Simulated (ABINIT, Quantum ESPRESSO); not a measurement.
## Moving the pressure in C

The cell as given:

```
C
1.0
     0.00000    1.78337    1.78337
     1.78337    0.00000    1.78337
     1.78337    1.78337    0.00000
C
2
Direct
  0.75000 0.75000 0.75000
  0.50000 0.50000 0.50000
```

Kept alike: task relaxation of cell and atoms; functional PBE; k mesh 13 × 13 × 13; occupations fermi-dirac, width 0.05 eV; no spin polarisation. Program: ABINIT, JTH PAW PBE v2.0, cutoff 517 eV. The mesh is that of the run's cell of 2 atoms. No spin-orbit coupling.

| pressure, P (GPa) | volume (Å³/atom) |
| --- | --- |
| 0 | 5.686 |
| 5 | 5.623 |
| 10 | 5.562 |
| 20 | ? |
| 30 | 5.346 |

The relaxations keep at least the cell's symmetry (Fd-3m). The runs follow the start's structure, whether or not it is the stable one at these pressures. P is the pressure aimed at, which the runs meet within some hundredths to tenths of a GPa.

Task: Fit the rows shown and predict the run at 20 GPa.

Result: Murnaghan's form V = V0 (1 + B′P/B0)^(-1/B′) through the rows shown has V0 = 5.6861, B0 = 437.1 GPa and B′ = 3.4 (largest miss 0.0004); at P = 20 it gives 5.449 Å³/atom. The run gave: volume 5.449 Å³/atom.
